**Question**

Tin diselenide, SnSe₂, is built of layers. In each layer a sheet of Sn lies between two sheets of Se, and every Sn has six Se neighbours. The crystal has inversion symmetry and threefold axes along the stacking direction.

The table gives PBE levels, without spin-orbit coupling, at seven points of the Brillouin zone. The columns point a, point b and point c are the coordinates of each point; point c runs along the stacking direction. "Level under 1" is the highest valence level and "level over 1" the lowest conduction level. The zero is the valence top, the same for all rows.

Kohn–Sham levels of SnSe₂ (P-3m1, 3-atom cell, unrelaxed structure), computed with ABINIT 10.8.3 using PBE without spin polarisation or spin-orbit coupling. The runs use PseudoDojo NC SR PBE v0.4.1 standard pseudopotentials, a 1061.24 eV plane-wave cutoff, a 6×6×4 k mesh and Fermi–Dirac smearing of 0.05 eV. Energies are relative to the valence top on this mesh.

```tsv
point a (reciprocal cell vector)	point b (reciprocal cell vector)	point c (reciprocal cell vector)	level point (row)	level under 3 (eV)	level under 2 (eV)	level under 1 (eV)	level over 1 (eV)
0.0000	0.0000	0.0000	1	-0.406	-0.406	0.000	1.063
0.5000	0.0000	0.0000	2	-2.689	-1.206	-0.319	1.138
0.1667	0.1667	0.0000	3	-1.427	-1.268	-0.155	2.196
0.3333	0.3333	0.0000	4	-3.361	-1.530	-1.530	1.412
0.3333	0.3333	0.2500	5	-3.555	-0.953	-0.953	1.928
0.5000	0.0000	0.5000	6	-1.994	-0.848	-0.708	0.852
0.3333	0.3333	0.5000	7	-3.732	-0.376	-0.376	2.529
```

The points $(0,0,0)$, $(\tfrac12,0,0)$ and $(\tfrac13,\tfrac13,0)$ are called Γ, M and K. L lies above M, and H above K, both at point c = ½.

(a) At which points do two valence levels coincide, and why there?

(b) Explain how the band edges move from K to H. Use the two end points to predict the levels halfway, and compare.

(c) Why do the band edges move the other way from M to L?

(d) Halfway from Γ to K the conduction level lies above both ends. What does this tell us about the conduction band?

**Model answer**

(a) Two levels coincide at Γ, at K, at H and halfway between K and H. These are the listed points that a threefold rotation leaves in place, up to a reciprocal lattice vector. At the other three points, the three listed valence levels all differ.

On such an axis, a rotation by 120° multiplies a state by 1, by $\omega=e^{2\pi i/3}$ or by $\omega^*$. Inversion reverses the wave vector and time reversal turns it back, so the two together keep the point. They also exchange $\omega$ and $\omega^*$. A state of one kind therefore has a partner of the other kind at the same energy, while a state with factor 1 can stand alone. Spin-orbit coupling, which matters for elements as heavy as these, would split the pairs.

(b) From K to H the upper valence pair rises by 1.15 eV and the conduction level by 1.12 eV. For a crystal described as a stack of weakly bound layers, this is a large effect. The geometry shows why it is possible. An Se atom is 3.79 Å from its nearest Se atoms across the gap between layers, and 3.77 Å from those on the other face of its own layer. For the Se 4p orbitals, which by ordinary chemistry make up most of the upper valence band, the gap is hardly a gap at all.

Now take one state in each layer and let it couple to the same state in the two adjacent layers, with strength $t$. Going up one layer multiplies the wave by $e^{2\pi i c}$, and going down multiplies it by $e^{-2\pi i c}$, where $c$ is point c. A twofold axis in the plane makes the energy the same for $c$ and $-c$, so that

$$E(c)=E_0+2t\cos(2\pi c).$$

At K the cosine is 1 and at H it is −1. The difference between the two energies is thus $4t$. For the valence pair this gives

$$t=\frac{-1.530-(-0.376)}{4}\ \text{eV}\approx-0.29\ \text{eV}.$$

Halfway up, the cosine is zero and the level should equal $E_0$, the mean of the two ends. For the valence pair the mean is −0.953 eV, which is the computed value. For the conduction level the mean is 1.97 eV, and the computed level lies 0.04 eV lower. That is a small miss beside a rise of 1.12 eV. The halfway point was not used to fix the constants.

(c) From M to L the highest valence level falls by 0.39 eV and the conduction level by 0.29 eV. The layers and their distance are the same as before, so the change of direction must come from the wave within the layers. Each Se atom faces three Se atoms of the next layer, and to a first approximation the coupling $t$ is a sum over these three contacts. The wave gives each contact its own phase, and the phases depend on point a and point b.

At Γ the three contacts act in step. At M one of them has the opposite sign to the other two. At K the phases are 120° apart, and the coupling between p orbitals that point straight across the gap cancels. The contacts are oblique, however, so p orbitals lying in the plane take part as well. Their amplitude towards the next layer changes from one contact to the next, and this can make up for the phases. The sum can therefore be large at K and can have another sign at M. This argument explains why the direction may change; to predict the sign for a given band, one would need its orbital make-up.

(d) By ordinary chemistry, the lowest conduction band consists of Sn 5s orbitals, mixed out of phase with Se 4p; the run gives no projections to confirm this. The simplest model lets each Sn orbital couple only to its six Sn neighbours in the layer. The energy then follows the sum

$$\cos 2\pi a+\cos 2\pi b+\cos 2\pi(a+b),$$

where $a$ and $b$ are point a and point b. The sum is 3 at Γ, 0.5 halfway to K and −1.5 at K.

Since the halfway sum lies between the other two, the halfway energy must as well. Fixed at Γ and K, the model gives 1.26 eV, whereas the calculation gives 2.196 eV. No choice of coupling strength can repair this. At M the same model misses in the other direction: the computed level lies 0.24 eV below the prediction. If a single band of Sn orbitals is the right picture, couplings to more distant Sn atoms, in the same layer or in the next ones, must matter about as much as those to the nearest ones.

The bond angle suggests a reason. The angle Sn–Se–Sn is 91°, almost a right angle. A p orbital on Se that points at one Sn atom is then nearly perpendicular to the bonds to its other two Sn neighbours. The path from Sn to Sn through a single Se p orbital is therefore weak, and longer paths can compete with it. Paths through the neighbouring layers are among these: by the model of part (b), they put the conduction level at K 0.56 eV below its value without such coupling. This makes the failure of the simple model plausible, but which of the longer paths raises the halfway level remains a guess.

**Remarks on the reasoning**

*Coincidence and near coincidence.* At L the two highest valence levels are only 0.14 eV apart, and a hasty reader might count them as a pair. At M they are 0.89 eV apart. The highest level is lower at L than at M, and the second level is higher; the table does not show whether the two bands cross on the way. No symmetry holds them together. In part (a), the argument must start from the axis and not from the size of a spacing.

*What the halfway test can show.* A good answer to (b) states how strict the test is. Coupling to the second-nearest layers would add a term in $\cos(4\pi c)$, which shifts the halfway level away from the mean of the ends. The small misses show that such a term is weak here. A term in $\cos(6\pi c)$ vanishes halfway, just as the main term does, and would pass unnoticed. The test thus supports the picture of adjacent layers without singling it out. The value of $t$ also belongs to this particular structure, which was not relaxed: the Se atoms still feel forces of 0.8 eV/Å along the stacking direction.

*Where the gap lies.* The fall from M to L has a consequence for the gap. It brings the conduction level at L to 0.852 eV, which is 0.21 eV below the one at Γ, while the valence top is at Γ. The gap is therefore indirect. L is still not the lowest conduction point, because the same calculation finds a gap of 0.796 eV on its full mesh. PBE usually makes gaps too small, so the size of the gap is not to be trusted. The position of the edges needs care too: the mesh can miss the true extrema, and close orderings of levels may change when the Se atoms relax or when spin-orbit coupling is included. The cutoff and the k mesh are usual working values, not converged limits.

*A rule for reading such tables.* The direct gap can be a poor guide to the coupling between layers, because both edges may move together. From K to H it stays within 0.06 eV, although both edges move by more than 1 eV. From M to L it changes by 0.10 eV, again much less than either edge. The output below lists these spacings and shifts. To judge how strongly layers are coupled, compare points that lie above one another, and follow each band edge separately on a common zero.

Numerical output:

```
Spacings of levels in eV:
     row  first to second valence level  second to third valence level  direct gap
     0.0                          0.406                              0       1.063
     0.5                          0.887                          1.483       1.457
  0.1667                          1.113                          0.159       2.351
  0.3333                              0                          1.831       2.942
  0.3333                              0                          2.602       2.881
     0.5                           0.14                          1.146        1.56
  0.3333                              0                          3.356       2.905
Rise of the upper valence pair from K to H, eV: 1.154
Rise of the lowest conduction level from K to H, eV: 1.117
Spread of the direct gap over the three points from K to H, eV: 0.061
Upper valence pair halfway from K to H, predicted as mean of the ends, eV: -0.953
Upper valence pair halfway, computed less predicted, eV: 1.11e-16
Conduction level halfway from K to H, predicted as mean of the ends, eV: 1.97
Conduction level halfway, computed less predicted, eV: -0.0425
Change of the top valence level from M to L, eV: -0.389
Change of the lowest conduction level from M to L, eV: -0.286
Nearest-neighbour band through Gamma and K, conduction level predicted halfway from Gamma to K, eV: 1.257
Conduction level halfway from Gamma to K, computed less predicted, eV: 0.9391
Conduction level at M, computed less the same nearest-neighbour prediction, eV: -0.2352
Se-Se contact across the gap between layers, A: 3.785
Se-Se contact between the two faces of one layer, A: 3.766
Angle Sn-Se-Sn, degrees: 90.68
Conduction level at L above the mesh minimum, eV: 0.05616
Conduction level at L below that at Gamma, eV: 0.211
```
